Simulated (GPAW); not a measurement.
# STM contrast on Zr2N(OH)2 MXene monolayer, part 2 of 2

What would a tunnelling microscope show on Zr2N(OH)2 MXene monolayer?

GPAW 26.7.0; GPAW, PAW setups; layer in a repeated cell with vacuum, relaxation of atoms and in-plane cell (the session's first sound run).

So far. Step 2 (Relaxing the atoms): The relaxation lowered the energy of the cell by 0.183 eV (energies extrapolated to zero smearing; the optimiser's log prints free energies). The largest force left on a free atom is 0.0036 eV/Å.

## Step 3: The slab's potential (continued)

Level of this step: GPAW, PAW setups; slab in vacuum (GPAW).

Tip height over the top atom over a1 and a2. Sample bias 1 V, constant current at the mean current 3.0 Å over the top atom.

Values in Å, 12 rows by 16 columns, each cell a mean:
```
2.997 2.995 2.992 2.990 2.990 2.993 2.995 2.996 2.996 2.995 2.992 2.990 2.990 2.993 2.996 2.997
2.994 2.991 2.988 2.987 2.988 2.990 2.990 2.990 2.991 2.990 2.988 2.987 2.990 2.993 2.995 2.995
2.994 2.990 2.988 2.988 2.989 2.988 2.988 2.988 2.989 2.988 2.988 2.991 2.993 2.996 2.997 2.996
2.998 2.993 2.991 2.989 2.988 2.987 2.987 2.988 2.990 2.992 2.994 2.998 3.000 3.002 3.002 3.000
3.001 2.996 2.992 2.989 2.988 2.987 2.988 2.990 2.995 3.000 3.004 3.007 3.009 3.010 3.008 3.005
3.001 2.996 2.992 2.989 2.989 2.989 2.991 2.995 3.001 3.006 3.012 3.016 3.019 3.017 3.012 3.007
3.001 2.995 2.990 2.988 2.989 2.992 2.997 3.003 3.009 3.017 3.025 3.029 3.028 3.023 3.015 3.007
2.999 2.992 2.988 2.987 2.990 2.996 3.002 3.008 3.016 3.026 3.032 3.034 3.029 3.021 3.012 3.005
2.994 2.990 2.989 2.990 2.994 3.000 3.006 3.013 3.022 3.028 3.031 3.028 3.022 3.014 3.006 3.001
2.994 2.993 2.993 2.994 2.997 3.002 3.007 3.013 3.019 3.023 3.022 3.018 3.013 3.007 3.001 2.996
2.997 2.997 2.995 2.995 2.997 3.001 3.005 3.008 3.010 3.011 3.009 3.006 3.003 2.999 2.996 2.995
2.999 2.998 2.995 2.994 2.995 2.999 3.001 3.003 3.004 3.003 3.002 2.999 2.996 2.994 2.995 2.997
```
Columns: a1 from 0 to 0.944; rows upwards: a2 from 0 to 0.944.

Local density of states summed over the bias window over a1 and a2. Sample bias 1 V, constant height 3.0 Å over the top atom.

Ten even steps from '_' (1.54 × 1e-3 arbitrary) to '@' (1.64 × 1e-3 arbitrary):
```
::::..____....::::::::....____..::::
....________..........________......
..____________________________......
..__________________________........
....____________________....::::::::
::....______________....::::------::
::::..____________..::::--========--
--::..__________..::----==++++++==--
--::..________..::--==++********++==
--::..______..::--==++**%%%%%%**++==
::..________..::--++**%%@@@@%%**++--
::..______..::--==**%%@@@@@@%%**==--
..________..::==++**%%@@@@%%**++==::
..______..::--==++**%%%%%%**++==--::
..........::--==++********++==--::..
..::......::--====++++++====--::....
::::......::::----====----::::......
::::........::::------::::........::
```
Columns: a1 from 0 to 0.944; rows upwards: a2 from 0 to 0.944.

Force by atom:

| atom | x (eV/Å) | y (eV/Å) | z (eV/Å) | size |
| --- | --- | --- | --- | --- |
| H1 | 0.0000 | 0.0000 | -0.0964 | 0.0964 |
| O2 | 0.0000 | 0.0000 | 0.0577 | 0.0577 |
| Zr3 | 0.0000 | 0.0000 | -0.0133 | 0.0133 |
| N4 | 0.0000 | 0.0000 | 0.0000 | 0.0000 |
| Zr5 | 0.0000 | 0.0000 | 0.0133 | 0.0133 |
| O6 | 0.0000 | 0.0000 | -0.0577 | 0.0577 |
| H7 | 0.0000 | 0.0000 | 0.0964 | 0.0964 |

The potential is flat to 0.010 eV/Å where it is read, so the vacuum is wide enough.

## Step 4: A changed run

One more run, with changed settings.

run.py

```python
import json
import numpy as np
from ase import Atoms
from gpaw import GPAW, PW

slab = Atoms(
    ['H', 'O', 'Zr', 'N', 'Zr', 'O', 'H'],
    positions=[
        [-0.00000, 1.85140, 7.00000],
        [-0.00000, 1.85140, 7.97924],
        [1.60336, 0.92570, 9.34451],
        [0.00000, 0.00000, 10.57893],
        [-0.00000, 1.85140, 11.81334],
        [1.60336, 0.92570, 13.17861],
        [1.60336, 0.92570, 14.15786]],
    cell=[[3.20672, -0.0, 0.0], [-1.60336, 2.7771, 0.0], [0.0, 0.0, 21.1579]],
    pbc=[True, True, False])

slab.calc = GPAW(mode=PW(500), xc='PBE', kpts={'size': (12, 12, 1), 'gamma': True},
                 occupations={'name': 'fermi-dirac', 'width': 0.05}, nbands='80%',
                 convergence={'density': 1e-05}, maxiter=50,
                 poissonsolver={'dipolelayer': 'xy'},
                 symmetry={'tolerance': 1e-3}, txt='slab.txt')
result = {}
energy = slab.get_potential_energy()
fermi = slab.calc.get_fermi_level()
v = slab.calc.get_electrostatic_potential().mean((0, 1)) - fermi
n = slab.calc.get_pseudo_density().mean((0, 1))
L = slab.cell[2, 2]
z = np.arange(len(v)) * L / len(v)
low, high = slab.positions[:, 2].min(), slab.positions[:, 2].max()
below, above = np.interp([low - 4.8, high + 4.8], z, v)
slopes = [np.interp(x, z, np.gradient(v, z)) for x in (low - 4.8, high + 4.8)]
eps = np.array([[slab.calc.get_eigenvalues(k, s) for k in range(len(slab.calc.get_ibz_k_points()))]
                for s in range(slab.calc.get_number_of_spins())]) - fermi
top, bottom = eps[eps < 0].max(), eps[eps > 0].min()
dipole = slab.get_dipole_moment()[2]
print(f'energy {energy:.4f} eV, Fermi level {fermi:.4f} eV, dipole {dipole:.5f} e A')
print(f'potential 4.8 A off the faces, from the Fermi level: lower {below:.4f} eV, upper {above:.4f} eV')
print(f'slope of the potential there: lower {slopes[0]:.5f}, upper {slopes[1]:.5f} eV/A')
print(f'nearest levels on the mesh: {top:.4f} and {bottom:.4f} eV')
print('magnetic moment', round(slab.get_magnetic_moment(), 3))
result.update(energy=energy, fermi=fermi, dipole=dipole, below=below, above=above, slopes=slopes, edges=[top, bottom],
              z=z.tolist(), v=v.tolist(), n=n.tolist(), positions=slab.positions.tolist(),
              forces=slab.get_forces(apply_constraint=False).tolist(), moments=slab.get_magnetic_moments().tolist())
json.dump(result, open('result.json', 'w'))
```

The run is started by

```sh
> OMP_NUM_THREADS=1 OPENBLAS_NUM_THREADS=1 python run.py
```

What it wrote:

```text
ValueError: Too few bands!  Electrons: 43.0, bands: 80%
```

Elapsed: 0.72 s, on 1 thread of Intel Xeon Platinum 8488C (Sapphire Rapids), shared host; peak memory 0.11 GiB.

The program refused the input before any cycle.

The program's message: “ValueError: Too few bands! Electrons: 43.0, bands: 80%”

The change that led to it: nbands = "80 % of the filled bands".

## Step 5: What came out

| Property | Result |
| --- | --- |
| work function, upper and lower face | 2.390 and 2.374 eV |
| dipole along the normal | -7.7e-4 e Å |
| corrugation at -1 V | 0.0450 Å |
| corrugation at 1 V | 0.0495 Å |

What this shows: In GPAW's constant-current maps the tip height varies by under 0.05 Å at every bias shown (0.050 Å at most), which is near the numerical ripple of the maps: an s-wave tip would see an almost flat surface. Negative sample bias images filled states, positive bias empty ones. The images are of Tersoff-Hamann type: an s-wave tip, no tip-sample forces, heights closer than in a microscope. The small printed dipole stands for a step of 16 meV from the lower to the upper face, and the probes find 16 meV; values this small are near the numerical noise of both. The cell holds an odd number of electrons, so without spin polarisation it must come out metallic and without a moment, whatever its true state. The layer's cell and atoms come from the relaxation; spin-orbit coupling and temperature are left out.

[Logs are printed without paths, hosts, clocks, repeated set-up lines and the standing remarks that a program may print on its own settings, such as how far it seeks lower states.]

[Hosts, paths, dates, database ids (printed as entryN), source tags and the programs' standing remarks are cut or masked in the printed files.]
